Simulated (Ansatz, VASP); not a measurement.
# Two plane-wave programs on Ba

```
CELL_PARAMETERS angstrom
3.43645 0.00000 0.00000
-1.71822 2.97605 0.00000
0.00000 0.00000 3.04037
ATOMIC_POSITIONS crystal
Ba 0.00000 0.00000 0.00000
```

Alike in both runs: functional PBE; k mesh 10 × 10 × 9; occupations fermi-dirac, width 0.08 eV; no spin polarisation.

Ansatz relaxed the structure, and its values are those at the end. VASP's run is a single point on that final structure, the one shown.

|  | VASP | Ansatz |
| --- | --- | --- |
| version | VASP 6.6.1 | Ansatz 0.2.0 |
| potentials or method | VASP PAW PBE potentials, release 64 (Ba_sv) | PAW with Ansatz's default frozen-core files, scalar-relativistic |
| plane-wave cutoff (eV) | 520 | 420 |
| valence electrons in the cell | 10 | 10 |

```csv
,VASP,Ansatz,Ansatz less VASP
pressure (GPa),17.5,14.3,-3.22
```

The functional is the same, so the differences come from potentials, cutoffs and numerics.

Caveats: so large a pressure means that the cell lies far from this level's equilibrium, or that cutoff or potentials fall short (VASP). The runs have no spin-orbit coupling, so splittings on Ba are missing.
